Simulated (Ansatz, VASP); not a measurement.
**CsI2 in VASP and in Ansatz**

```xyz
6
Lattice="0.0000 5.2396 5.2396 5.2396 0.0000 5.2396 5.2396 5.2396 0.0000" Properties=species:S:1:pos:R:3 pbc="T T T"
Cs    5.2396    5.2396    5.2396
Cs    7.8594    7.8594    7.8594
I     1.3099    1.3099    1.3099
I     1.3099    3.9297    3.9297
I     3.9297    1.3099    3.9297
I     3.9297    3.9297    1.3099
```

Change from the starting cell: species swapped into the SmRu2 type (Fd-3m, No. 227).

Alike in both runs: task single point; functional PBE; k mesh 4 × 4 × 4; occupations gaussian, width 0.1 eV; no spin polarisation.

```csv
,VASP,Ansatz
version,VASP 6.6.1,Ansatz 0.2.0
potentials or method,"VASP PAW PBE potentials, release 64 (Cs_sv, I)","scalar-relativistic, plane waves, PAW"
plane-wave cutoff (eV),520,420
valence electrons in the cell,46,86
```

```tsv
	VASP	Ansatz	Ansatz less VASP
gap on the k mesh at the Fermi level (eV)	none	none	-
pressure (GPa)	0.2	0.2	-0.01
```

A gap of «none» marks a metal or a gap that the smearing closes. The two sets of potentials don't hold the same shells in valence.

Spin-orbit coupling is left out, which matters for the levels of Cs, I.
